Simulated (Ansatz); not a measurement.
The system is ZnSe (Stilleite).

```xyz
2
Lattice="0.0000 2.8338 2.8338 2.8338 0.0000 2.8338 2.8338 2.8338 0.0000" Properties=species:S:1:pos:R:3 pbc="T T T"
Se    4.2507    4.2507    4.2507
Zn    0.0000    0.0000    0.0000
```

Base run:

- Program: Ansatz 0.2.0
- Functional: PBE
- Potentials or basis: Ansatz PAW
- Cutoff: 300 eV
- Density cutoff: 1200 eV
- k mesh: 8 × 8 × 8
- Occupations: fermi-dirac, width 0.05 eV
- Spin: no spin polarisation

Its results: band gap on the k mesh 1.30 eV, direct; pressure 2.2 GPa.

Problem. The run is repeated on the same cell with these changes: functional from PBE to RPBE; cutoff from 300 eV to 420 eV (not typed: the program's choice for these potentials). What comes out?

Solution. Band gap on the k mesh 1.45 eV, direct; pressure 4.4 GPa.

RPBE binds less tightly than PBE, so the same cell stands under more pressure.

Caveats: the pressure holds a Pulay correction of +5.1 GPa for the finite cutoff (some runs); the cutoff lies under the one recommended for these potentials (some runs); the PAW data sets come from PBE, with cores solved anew for the run's functional, which leaves a small shift of forces and pressure (some runs).
